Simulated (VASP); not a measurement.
**VASP 6.6.1 run: KI**

INCAR

```
LWAVE = .FALSE.
NBANDS = 15
ENCUT = 520
LREAL = .FALSE.
NELECT = 17
NELM = 120
IBRION = -1
ISIF = 2
EDIFF = 1E-7
PREC = Accurate
ISMEAR = -5
GGA = PE
LASPH = .TRUE.
NSW = 0
LCHARG = .FALSE.
SIGMA = 0.3
```

KPOINTS

```
KPOINTS created by Atomic Simulation Environment
0
Gamma
3 3 3
0 0 0
```

POSCAR

```
K  I
 1.0000000000000000
     4.3563097475000001    0.0000000000000000    0.0000000000000000
     0.0000000000000000    4.2910852517000002    0.0000000000000000
     0.0000000000000000    0.0000000000000000    4.2910852517000002
 K   I
   1   1
Cartesian
  0.0000000000000000  0.0000000000000000  0.0000000000000000
  2.1781548737500005  2.1455426258500006  2.1455426258500006
```

The recommended PBE PAW datasets give the neutral cell 16 valence electrons.

Command

```
mpirun -np 1 vasp_std
```

OSZICAR

```
N       E                     dE             d eps       ncg     rms          rms(c)
DAV:   1     0.966203143244E+02    0.96620E+02   -0.69095E+03   180   0.951E+02
DAV:   2     0.521490669827E+01   -0.91405E+02   -0.86924E+02   229   0.229E+02
DAV:   3    -0.242131278396E-01   -0.52391E+01   -0.51897E+01   243   0.460E+01
DAV:   4    -0.313305083554E+00   -0.28909E+00   -0.29003E+00   295   0.942E+00
DAV:   5    -0.315510141870E+00   -0.22051E-02   -0.22082E-02   243   0.707E-01    0.111E+01
DAV:   6    -0.383837477549E+00   -0.68327E-01   -0.34466E-01   180   0.279E+00    0.652E+00
DAV:   7    -0.380472941574E+00    0.33645E-02   -0.57705E-02   250   0.140E+00    0.110E+00
DAV:   8    -0.380166830646E+00    0.30611E-03   -0.49044E-03   201   0.522E-01    0.573E-01
DAV:   9    -0.380159173372E+00    0.76573E-05   -0.80093E-04   250   0.180E-01    0.667E-02
DAV:  10    -0.380175836893E+00   -0.16664E-04   -0.29407E-05   231   0.301E-02    0.291E-02
DAV:  11    -0.380199769243E+00   -0.23932E-04   -0.17640E-05   258   0.274E-02    0.180E-02
DAV:  12    -0.380194021831E+00    0.57474E-05   -0.10581E-06   222   0.740E-03    0.642E-03
DAV:  13    -0.380191345537E+00    0.26763E-05   -0.47242E-07   229   0.347E-03    0.588E-03
DAV:  14    -0.380192208816E+00   -0.86328E-06   -0.39676E-08   132   0.136E-03    0.306E-03
DAV:  15    -0.380192436806E+00   -0.22799E-06   -0.96036E-09   118   0.658E-04    0.142E-03
DAV:  16    -0.380192742796E+00   -0.30599E-06   -0.58604E-09   132   0.386E-04    0.169E-04
DAV:  17    -0.380192778027E+00   -0.35231E-07   -0.10512E-09   125   0.192E-04
   1 F= -.38019278E+00 E0= -.38019278E+00  d E =0.000000E+00
```

From OUTCAR

```
k-points           NKPTS =      6   k-points in BZ     NKDIM =      6   number of bands    NBANDS=     15

   NELECT =      17.0000    total number of electrons

   dimension x,y,z NGX =    32 NGY =   32 NGZ =   32
   dimension x,y,z NGXF=    64 NGYF=   64 NGZF=   64

  energy-cutoff  :      520.00
  volume of cell :       80.21
      direct lattice vectors                 reciprocal lattice vectors
     4.356309748  0.000000000  0.000000000     0.229552088  0.000000000  0.000000000
     0.000000000  4.291085252  0.000000000     0.000000000  0.233041280  0.000000000
     0.000000000  0.000000000  4.291085252     0.000000000  0.000000000  0.233041280

 k-points in reciprocal lattice and weights: KPOINTS created by Atomic Simulation Env
   0.00000000  0.00000000  0.00000000       0.037
   0.33333333  0.00000000  0.00000000       0.074
   0.00000000  0.33333333  0.00000000       0.148
   0.33333333  0.33333333  0.00000000       0.296
   0.00000000  0.33333333  0.33333333       0.148
   0.33333333  0.33333333  0.33333333       0.296

 E-fermi :   4.9908

 k-point     1 :       0.0000    0.0000    0.0000
  band No.  band energies     occupation
      1     -28.4870      2.00000
      2     -11.9709      2.00000
      3     -11.9564      2.00000
      4     -11.9564      2.00000
      5     -10.7555      2.00000
      6      -0.0284      2.00000
      7       0.0556      2.00000
      8       0.0556      2.00000
      9       3.3099      2.45109
     10       4.8817      0.04171
     11       4.9534      0.00082
     12       8.8945      0.00000
     13       8.8945      0.00000
     14       9.0076      0.00000
     15      10.7876      0.00000

 k-point     2 :       0.3333    0.0000    0.0000
  band No.  band energies     occupation
      1     -28.4838      2.00000
      2     -12.1200      2.00000
      3     -11.9480      2.00000
      4     -11.9480      2.00000
      5     -10.5140      2.00000
      6      -1.5741      2.00000
      7       0.1050      2.00000
      8       0.1050      2.00000
      9       4.8772      1.69146
     10       5.7117     -0.00186
     11       6.7451     -0.00004
     12       8.2195      0.00000
     13       8.7294      0.00000
     14       8.7294      0.00000
     15       9.3931      0.00000

 k-point     3 :       0.0000    0.3333    0.0000
  band No.  band energies     occupation
      1     -28.4832      2.00000
      2     -12.1126      2.00000
      3     -11.9610      2.00000
      4     -11.9470      2.00000
      5     -10.5018      2.00000
      6      -1.5822      2.00000
      7       0.0352      2.00000
      8       0.1231      2.00000
      9       4.8563      1.72610
     10       5.6873     -0.00162
     11       6.8584     -0.00005
     12       8.2606      0.00000
     13       8.6206      0.00000
     14       8.7357      0.00000
     15       9.3122      0.00000

 k-point     4 :       0.3333    0.3333    0.0000
  band No.  band energies     occupation
      1     -28.4801      2.00000
      2     -12.0694      2.00000
      3     -12.0308      2.00000
      4     -11.9402      2.00000
      5     -10.4426      2.00000
      6      -1.3010      2.00000
      7      -1.0855      2.00000
      8       0.2798      2.00000
      9       4.8790      1.45376
     10       5.7920     -0.00079
     11       7.5514     -0.00005
     12       7.7806      0.00000
     13       8.1051      0.00000
     14       8.2232      0.00000
     15       9.4271      0.00000

 ...

  Total        8.1694311      8.1244330      8.1244330      0.0000000      0.0000000      0.0000000
  in kB      163.1733977    162.2746217    162.2746217      0.0000000      0.0000000      0.0000000
  external PRESSURE =     162.5742137 kB  Pullay stress =       0.0000000 kB

 POSITION                                       TOTAL-FORCE (eV/Angst)
 -----------------------------------------------------------------------------------
      0.00000      0.00000      0.00000         0.000000      0.000000      0.000000
      2.17815      2.14554      2.14554         0.000000      0.000000      0.000000
 -----------------------------------------------------------------------------------
    total drift:                                0.000000      0.000000     -0.000000

  FREE ENERGIE OF THE ION-ELECTRON SYSTEM (eV)
  ---------------------------------------------------
  free  energy   TOTEN  =        -0.3801927780 eV

  energy  without entropy=       -0.3801927780  energy(sigma->0) =       -0.38019278
```

It converged. Results: pressure 16.3 GPa.

The cell is charged and sits in a uniform background.

For comparison, a separate PBE run of the intended cell, on usual settings and not on those above, gives a gap of 3.26 eV on its mesh and a pressure of 0.3 GPa.

The run above took about 8.5 s on one core of a shared host (Intel Xeon Platinum 8488C) and held 0.17 GiB at most.
